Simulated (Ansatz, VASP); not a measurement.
Two plane-wave programs on SnSe

File INCAR:

```
SYSTEM = SnSe
  ALGO = Normal
  EDIFF = 1E-6
  ENCUT = 520
  ISIF = 2
  ISMEAR = -1
  LASPH = .TRUE.
  LCHARG = .TRUE.
  LELF = .TRUE.
  LREAL = .FALSE.
  LVHAR = .TRUE.
  LWAVE = .FALSE.
  NBANDS = 17
  NELM = 80
  PREC = Accurate
  SIGMA = 0.05
```

KPOINTS

```
k-points
0
G
  8 8 8
  0 0 0
```

POSCAR

```
SnSe
1.0
    0.0000000000      3.0100000000      3.0100000000
    3.0100000000      0.0000000000      3.0100000000
    3.0100000000      3.0100000000      0.0000000000
Sn Se
1 1
Direct
    0.0000000000      0.0000000000      0.0000000000
    0.5000000000      0.5000000000      0.5000000000
```

File input.yaml:

```yaml
crystal:
  lattice:
    - [0.0, 3.01, 3.01]
    - [3.01, 0.0, 3.01]
    - [3.01, 3.01, 0.0]
  atoms:
    - { symbol: Sn, position: [0.0, 0.0, 0.0] }
    - { symbol: Se, position: [0.5, 0.5, 0.5] }
hamiltonian:
  xc: lda
  pseudopotentials: { kind: paw }
kpoints:
  mp_grid: { grid: [8, 8, 8] }
  band_path:
    path:
      - [[0.0, 0.0, 0.0], [0.5, 0.0, 0.5], [0.5, 0.25, 0.75], [0.375, 0.375, 0.75], [0.0, 0.0, 0.0], [0.5, 0.5, 0.5], [0.625, 0.25, 0.625], [0.5, 0.25, 0.75], [0.5, 0.5, 0.5], [0.375, 0.375, 0.75]]
      - [[0.625, 0.25, 0.625], [0.5, 0.0, 0.5]]
    npoints: 14
scf:
  occupations: { method: fermi_dirac, width: 0.05 }
  n_extra_bands: 6
output:
  forces: true
  stress: true
  eigenvalues: true
  fatbands: true
```

Measurements of this composition are mostly on another form, of space group No. 62.

Alike in both runs: functional LDA; k mesh 8 × 8 × 8; occupations fermi-dirac, width 0.05 eV; no spin polarisation.

|  | VASP | Ansatz |
| --- | --- | --- |
| version | VASP 6.6.1 | Ansatz 0.2.0 |
| potentials or method | VASP PAW LDA potentials, release 64 (Sn_d, Se) | Ansatz PAW |
| plane-wave cutoff (eV) | 520 | 420 |
| valence electrons in the cell | 20 | 30 |
| task | single point | band structure |

|  | VASP | Ansatz | Ansatz less VASP |
| --- | --- | --- | --- |
| gap on the k mesh at the Fermi level (eV) | 0.63 | 0.61 | -0.018 |
| least direct gap on the mesh (eV) | 0.63 | 0.61 | -0.018 |
| pressure (GPa) | -3.3 | -3.4 | -0.09 |

The two sets of potentials don't hold the same shells in valence.

Caveats: spin-orbit coupling is left out, which moves the levels of the heavy elements; the PAW data sets come from PBE, with cores solved anew for the run's functional, which leaves a small shift of forces and pressure (Ansatz). A k mesh can miss the band edges.
